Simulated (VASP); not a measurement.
**CaSe: single point with PBE**

**What was measured.**

A printed reference work, monograph, original work of 1988 reports, for a bulk crystal of CaSe at 2 K: band gap 3.85 eV (indirect).

Crystal: CaSe.

```xyz
2
Lattice="0.0000 2.9795 2.9795 2.9795 0.0000 2.9795 2.9795 2.9795 0.0000" Properties=species:S:1:pos:R:3 pbc="T T T"
Ca    0.0000    0.0000    0.0000
Se    2.9795    2.9795    2.9795
```

| Property | Result |
| --- | --- |
| Program | VASP 6.6.1 |
| Task | single point |
| Functional | PBE |
| Potentials or basis | VASP PAW PBE potentials, release 64 (Ca_sv, Se) |
| Cutoff | 520 eV |
| k mesh | 6 × 6 × 6 |
| Occupations | fermi-dirac, width 0.02 eV |
| Spin | no spin polarisation |

* Pressure: 0.1 GPa
* Band gap on the k mesh: 2.07 eV, indirect (least direct gap 2.99 eV)

Levels at points of the mesh, in eV from the valence-band top:
| k point | band 6 | band 7 | band 8 | band 9 | band 10 | band 11 |
| --- | --- | --- | --- | --- | --- | --- |
| (0.00, 0.00, 0.00) | 0.00 | 0.00 | 0.00 | 3.22 | 3.71 | 3.71 |
| (0.50, 0.00, 0.00) | -3.20 | -1.15 | -1.15 | 4.48 | 5.42 | 5.45 |
| (0.50, 0.50, 0.00) | -2.46 | -0.91 | -0.91 | 2.07 | 4.95 | 5.00 |

Run time: 7.6 s on 1 thread of Intel(R) Xeon(R) Platinum 8488C (Sapphire Rapids), with other jobs on the host, peak memory 0.17 GiB.

Against the measured gap of CaSe, 3.85 eV (indirect; 2 K; a printed reference work, monograph, original work of 1988), the calculated 2.07 eV is off by -1.78 eV. Spin-orbit coupling on Se is left out. The value is that of PBE on a finite k mesh, which can miss the band edges, without temperature or zero-point motion. Semilocal functionals fall short of measured gaps as a rule.
